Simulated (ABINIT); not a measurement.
Runs of ABINIT 10.8.3 (patched build) on BAs. It takes space group F-43m (No. 216, cubic). Conventional cell: a = 4.777 Å, b = 4.777 Å, c = 4.777 Å, α = 90.00°, β = 90.00°, γ = 90.00°. Around As (site symmetry -43m) lie 4 B at 2.07 Å. B (site symmetry -43m) is surrounded by 4 As at 2.07 Å. 

```tsv
level	gap on the mesh (eV)	pressure (GPa)
WC	1.09	(b)
PBE	(a)	2.8
r2SCAN	1.36	0.7
RPBE	1.21	5.4
PW91	1.20	(c)
```

Alike in all rows: task band structure; potentials or basis JTH PAW PBE v2.0; no spin polarisation; cell as given; k mesh 10 × 10 × 10; cutoff (eV) 490; smearing fermi-dirac 0.05 eV.

Question: Fill in the values left out.

Answer: (a) 1.18; (b) -0.6; (c) 2.6.

Caveats: the PAW data sets were made with another functional, which shifts forces and pressure a little (some runs).

A k mesh can miss the band edges, and the runs leave out spin-orbit coupling on As.
